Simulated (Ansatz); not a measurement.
**Ti2C under changes of volume**

One of the cells (13.194 Å³/atom); the others are scaled copies at fixed shape and fractional positions:

```xyz
3
Lattice="1.5407 0.8895 4.8138 -1.5407 0.8895 4.8138 0.0000 -1.7790 4.8138" Properties=species:S:1:pos:R:3 pbc="T T T"
Ti    0.0000    0.0000   10.8960
Ti    0.0000    0.0000    3.5453
C     0.0000    0.0000    7.2207
```

The cell comes from a database or a generator and needn't be the stable form of this composition.

| Item | Value |
| --- | --- |
| Program | Ansatz 0.2.0 |
| Functional | PBEsol |
| Potentials or basis | Ansatz PAW |
| Cutoff | 420 eV (not typed: the program's choice for these potentials) |
| k mesh | 10 × 10 × 10 |
| Occupations | fermi-dirac, width 0.05 eV |
| Spin | no spin polarisation |

```csv
volume (Å³/atom),energy over the lowest point (meV/atom),pressure (GPa),largest force (eV/Å)
12.403,10.65,7.8,0.529
12.667,1.74,3.2,0.271
12.931,0.00,-0.9,0.033
13.194,4.73,-4.6,0.188
13.458,?,?,?
13.722,31.12,-11.0,0.580
13.986,51.69,-13.8,0.754
```

Q: What does the run at 13.458 Å³/atom give?

A: Energy over the lowest point 15.29 meV/atom; pressure -8.0 GPa; largest force 0.391 eV/Å.

Worked out: A Birch-Murnaghan fit of order 3 (a polynomial in V^(-2/3)) to the other rows has its minimum at 12.87 Å³/atom with B0 = V·E''(V) = 196 GPa and B' = 4.1 at fixed shape and positions, which overstates the stiffness. It gives 15.29 meV/atom at 13.458 Å³/atom, against the run's 15.29, and -dE/dV = -8.1 GPa, against -8.0.

Energies are extrapolated to zero smearing.

Caveats: the PAW data sets come from PBE, with cores solved anew for the run's functional, which leaves a small shift of forces and pressure.
